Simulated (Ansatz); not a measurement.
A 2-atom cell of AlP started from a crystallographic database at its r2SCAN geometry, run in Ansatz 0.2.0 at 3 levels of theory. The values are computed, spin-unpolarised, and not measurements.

The r2SCAN input:
```yaml
crystal:
  lattice:
    - [0.0, 2.7392607961, 2.7392607961]
    - [2.7392607961, 0.0, 2.7392607961]
    - [2.7392607961, 2.7392607961, 0.0]
  atoms:
    - { symbol: Al, position: [0.0, 0.0, 0.0] }
    - { symbol: P, position: [0.25, 0.25, 0.25] }
kpoints:
  mp_grid: { grid: [8, 8, 8] }
  band_path:
    path:
      - [0.0, 0.0, 0.0]
      - [-0.5, -0.5, 0.0]
      - [-0.375, -0.375, 0.25]
      - [-0.375, 0.0, 0.375]
      - [0.0, 0.0, 0.5]
      - [-0.5, -0.25, 0.25]
      - [0.0, 0.5, 0.5]
    npoints: 1
hamiltonian:
  xc: r2scan
scf:
  occupations: { method: fixed }
  n_extra_bands: 4
output:
  forces: true
  stress: true
  eigenvalues: true
  write_density: true
  write_potential: true
  elf: true
  volumetric_format: npy
```

Main results, then, where recorded, the levels near the gap in eV from the Fermi energy (columns number the bands from 0), one row a point of the path (Γ, X, U, K, L, W, X):
```
Crystal: 2 atoms, lattice volume = 41.108 Å³
Symmetry: 24 space group operations
Space group: F-43m (ITA 216)
```
```
Basis set: ecut = 500 eV, 1037 PW (Γ)
k-points: 29 of 512 (time reversal used)
SCF converged after 6 iterations
Free energy (F): -1301.066190 eV
Fermi energy:    4.787750 eV
--- Stress (GPa, compression-positive) ---
        0.006772       0.000000       0.000000
        0.000000       0.006772       0.000000
        0.000000       0.000000       0.006772
  P = ⅓ Tr σ = 0.0068 GPa (0.068 kbar)
```
```tsv
band_0	band_1	band_2	band_3	band_4	band_5	band_6
-11.935	0.000	0.000	0.000	3.908	4.947	4.947
-9.537	-5.400	-2.165	-2.165	1.927	2.838	11.899
-9.570	-5.102	-3.484	-1.782	2.805	5.542	9.035
-9.570	-5.102	-3.484	-1.782	2.805	5.542	9.035
-10.216	-5.631	-0.789	-0.789	3.282	5.207	5.207
-9.488	-4.990	-3.242	-2.852	4.700	6.435	6.584
-9.537	-5.400	-2.165	-2.165	1.927	2.838	11.899
```

With r2SCAN the valence top lies at Γ and the conduction bottom at X, 1.93 eV higher; the smallest vertical gap, at Γ, is 3.91 eV.

Task: In the first input these blocks are replaced (the band path and keys that only write files left aside):
```yaml
crystal:
  host: atoms
kpoints:
  mp_grid: { grid: [6, 6, 6] }
hamiltonian:
  xc:
    exchange: pbe
    correlation: pbe
    exx: { coeff: inverse_dielectric }
```
What comes out?

Result:
```
ε∞ on k-mesh 4×4×4 of a primitive cell: xx 8.0948, yy 8.0948, zz 8.0948; 3/Tr ε∞, of that cell with its empty space = 0.12353671518962363
Basis set: ecut = 420 eV, 821 PW (Γ)
k-points: 16 of 216 (time reversal used)
hybrid outer 1: dexx = +5.251e-4 eV, tail = 5.97e-7 eV
hybrid outer 2: dexx = +2.744e-9 eV, tail = 1.45e-9 eV, Δε = 6.42e-4 eV
hybrid SCF converged: 2 outer / 7 inner (+2 warm-up)
Free energy (F): -1295.095230 eV
Fermi energy:    4.549046 eV
--- Stress (GPa, compression-positive) ---
        0.569127       0.000000       0.000000
        0.000000       0.569127       0.000000
        0.000000       0.000000       0.569127
  P = ⅓ Tr σ = 0.5691 GPa (5.691 kbar)
```
```tsv
band_0	band_1	band_2	band_3	band_4	band_5	band_6
-12.107	0.000	0.000	0.000	4.003	5.356	5.356
-9.672	-5.578	-2.199	-2.199	2.263	3.184	12.032
-9.704	-5.279	-3.566	-1.810	3.146	5.907	9.368
-9.704	-5.279	-3.566	-1.810	3.146	5.907	9.368
-10.361	-5.804	-0.799	-0.799	3.526	5.618	5.618
-9.620	-5.168	-3.311	-2.922	5.074	6.792	6.948
-9.672	-5.578	-2.199	-2.199	2.263	3.184	12.032
```
With DDH-PBE0 the valence top lies at Γ and the conduction bottom at X, 2.26 eV higher; the smallest vertical gap, at Γ, is 4.00 eV. The mean pressure is +0.6 GPa (compression positive), so DDH-PBE0 would enlarge the cell's volume. (The program warns that its thresholds are loose for a hybrid's stress.)

Task: In the first input these blocks are replaced (the band path and keys that only write files left aside):
```yaml
kpoints:
  mp_grid: { grid: [6, 6, 6] }
hamiltonian:
  xc: r2scan0
```
What comes out?

Result:
```
Basis set: ecut = 500 eV, 1037 PW (Γ)
k-points: 16 of 216 (time reversal used)
hybrid outer 1: dexx = +1.319e-3 eV, tail = 2.04e-6 eV
hybrid outer 2: dexx = +2.141e-8 eV, tail = 1.10e-8 eV, Δε = 7.63e-4 eV
hybrid SCF converged: 2 outer / 9 inner (+4 warm-up)
Free energy (F): -1300.720007 eV
Fermi energy:    4.050497 eV
--- Stress (GPa, compression-positive) ---
       -0.865173       0.000000       0.000000
        0.000000      -0.865173       0.000000
        0.000000       0.000000      -0.865173
  P = ⅓ Tr σ = -0.8652 GPa (-8.652 kbar)
```
```tsv
band_0	band_1	band_2	band_3	band_4	band_5	band_6
-13.068	0.000	0.000	0.000	5.211	6.420	6.420
-10.447	-5.959	-2.376	-2.376	3.148	4.137	13.649
-10.482	-5.628	-3.825	-1.953	4.088	7.010	10.712
-10.482	-5.628	-3.825	-1.953	4.088	7.010	10.712
-11.189	-6.218	-0.864	-0.864	4.598	6.678	6.678
-10.391	-5.501	-3.563	-3.116	6.085	8.039	8.061
-10.447	-5.959	-2.376	-2.376	3.148	4.137	13.649
```
The r2SCAN0 gap is indirect, 3.15 eV (Γ to X), below the direct gap of 5.21 eV at Γ. At this geometry r2SCAN0 finds -0.9 GPa, compression counted positive: its own equilibrium volume is smaller. (The program warns that its thresholds are loose for a hybrid's stress.)

The hybrids run on coarser meshes, which limits their stresses and small splittings of levels.

Totals of different functionals can't be compared.

The meshes of the hybrids are coarse, so their gaps aren't converged to the digits shown.
